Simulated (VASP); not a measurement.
# Fe: self-consistent run, by LSFBXC

Fe, Fmmm (no. 69), 1 atom in the cell. PBE; PAW potentials Fe (PBE set).

| LSFBXC | Pressure (GPa) | Gap on the mesh (eV) | Time (s) |
|---|---|---|---|
| default | -1.86 | 0.000 | 478 |
| .True. | -12.54 | 0.000 | 410 |

## Input of the first row

INCAR:
```
SYSTEM = Fe
PREC     = Accurate       ! precision mode
ENCUT    = 520            ! plane-wave cutoff, eV
EDIFF    = 1E-6           ! SCF threshold, eV
ISMEAR   = 1              ! smearing method
SIGMA    = 0.1            ! smearing width, eV
LREAL    = .False.        ! projectors in reciprocal space
LASPH    = .True.         ! aspherical terms in the spheres
ALGO     = Normal         ! electronic algorithm
NELM     = 200            ! most SCF steps
ISIF     = 2              ! what is computed and relaxed
LWAVE    = .False.        ! write WAVECAR
LCHARG   = .False.        ! write CHGCAR
LORBIT   = 11             ! projections on sites
LMAXMIX  = 4              ! l up to which the mixer works
LNONCOLLINEAR= .True.         ! non-collinear magnetism
MAGMOM   = 0.653 -2.334 2.37 ! initial moments
ISYM     = -1            
```

KPOINTS:
```
k-points
0
Gamma
  9 9 9
```

POSCAR:
```
Fe
1.0
    0.0000000000      1.9417396906      1.9651051623
    1.4984397099      0.0000000000      1.9651051623
    1.4984397099      1.9417396906      0.0000000000
Fe
1
Direct
    0.0000000000      0.0000000000      0.0000000000
```

Commands:
```
cat potpaw_PBE.64/Fe/POTCAR > POTCAR
mpirun -np 1 vasp_ncl > vasp.out
```

Changes of the last row against the first:
```
+ LSFBXC = True
```

VASP 6.6.1 took 478 s on 1 core (Intel Xeon 6975P-C (Granite Rapids)), a shared host.
